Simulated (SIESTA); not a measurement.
Crystal: Pb.

```
Pb
1.0
     0.00000    3.43900    3.43900
     3.43900    0.00000    3.43900
     3.43900    3.43900    0.00000
Pb
2
Cartesian
  1.7195 1.7195 1.7195
  0.0000 0.0000 0.0000
```

This isn't the form of Pb at room conditions, which is fcc.

* Program: SIESTA 5.4.2
* Task: relaxation of cell and atoms
* Functional: PBE
* Potentials or basis: PseudoDojo 0.4 standard (PBE files)
* Basis: TZP (energy shift 0.003 Ry; two zetas on semicore shells)
* Grid cutoff: 500 Ry
* Energy shift: 0.003 Ry
* k mesh: 5 × 5 × 5
* Occupations: fermi-dirac, width 0.05 eV
* Spin: no spin polarisation

At the start: pressure 2.9 GPa; volume 40.67 Å³/atom.

**Question.** Where does the relaxation end?

**Answer.** Over 3 steps the energy falls by 33.0 meV/atom and the volume is 44.45 Å³/atom (+9.3 %); space group Fd-3m (No. 227, to 0.05 Å).

The path:
| step | energy change (eV) | largest force (eV/Å) | pressure (GPa) | volume (Å³) |
| --- | --- | --- | --- | --- |
| 1 | 0.0000 | 0.0001 | 2.93 | 81.34 |
| 2 | -0.0401 | 0.0002 | 1.71 | 84.19 |
| 3 | -0.0659 | 0.0002 | 0.10 | 88.89 |

Final structure:
```
CELL_PARAMETERS angstrom
0.00024 3.54237 3.54237
3.54237 0.00024 3.54237
3.54237 3.54237 0.00024
ATOMIC_POSITIONS crystal
Pb 0.24999 0.24999 0.24999
Pb 0.00001 0.00001 0.00001
```

Caveat: the basis of atomic orbitals isn't converged, which shifts pressures, moduli and gaps.
